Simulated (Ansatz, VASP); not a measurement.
Two plane-wave programs on GaN

INCAR

```
ALGO = Fast ; EDIFF = 1E-6
EDIFFG = -0.04 ; ENCUT = 600
GGA = PE ; IBRION = 2
ISIF = 3 ; ISMEAR = 0
LASPH = T ; LCHARG = F
LREAL = F ; LWAVE = F
NELM = 100 ; NSW = 60
PREC = Accurate ; SIGMA = 0.1
```

KPOINTS

```
k-points
0
Gamma
  8 8 8
```

POSCAR

```
GaN
1.0
    0.0000000000      1.9925000000      1.9925000000
    1.9925000000      0.0000000000      1.9925000000
    1.9925000000      1.9925000000      0.0000000000
Ga N
1 1
Direct
    0.5000000000      0.5000000000      0.5000000000
    0.0000000000      0.0000000000      0.0000000000
```

Input for Ansatz:

```yaml
crystal:
  lattice:
    - [0.0, 1.9925, 1.9925]
    - [1.9925, 0.0, 1.9925]
    - [1.9925, 1.9925, 0.0]
  atoms:
    - { symbol: Ga, position: [0.5, 0.5, 0.5] }
    - { symbol: "N", position: [0.0, 0.0, 0.0] }
basis:
  ecutwfc: 420
kpoints:
  mp_grid: { grid: [8, 8, 8] }
hamiltonian:
  xc: pbe
scf:
  occupations: { method: gaussian, width: 0.1 }
output:
  forces: true
  stress: true
  eigenvalues: true
relax:
  adjacent_minimum: "off"
  f_tol: 0.04
  max_steps: 40
  cell: { stress_tol: 0.4 }
```

Measurements of this composition are mostly on another form, of space group No. 186.

Alike in both runs: task relaxation of cell and atoms; functional PBE; k mesh 8 × 8 × 8; occupations gaussian, width 0.1 eV; no spin polarisation.

|  | VASP | Ansatz |
| --- | --- | --- |
| version | VASP 6.6.1 | Ansatz 0.2.0 |
| potentials or method | VASP PAW PBE potentials, release 64 (Ga_d, N) | scalar-relativistic, plane waves, PAW |
| plane-wave cutoff (eV) | 600 | 420 |
| valence electrons in the cell | 18 | 18 |

VASP gave:

```
gap on the k mesh at the Fermi level, each at its own relaxed structure (eV) : 0.38
relaxed volume (Å³/atom)                                                     : 9.79
relaxed cell length with the largest relative difference (Å)                 : 3.025
energy change over the relaxation (meV/atom)                                 : -333
```

Q: What did Ansatz give for the same quantities?

A: gap on the k mesh at the Fermi level, each at its own relaxed structure (eV): 0.44; relaxed volume (Å³/atom): 9.71; relaxed cell length with the largest relative difference (Å): 3.017; energy change over the relaxation (meV/atom): -323.

Caveats: the volume moved by over 15 % at a fixed basis, so the end points are rough; the volume moved by +24 % from the deposited cell, more than functionals usually miss. A k mesh can miss the band edges. Zero-point motion and thermal expansion aren't in these numbers.
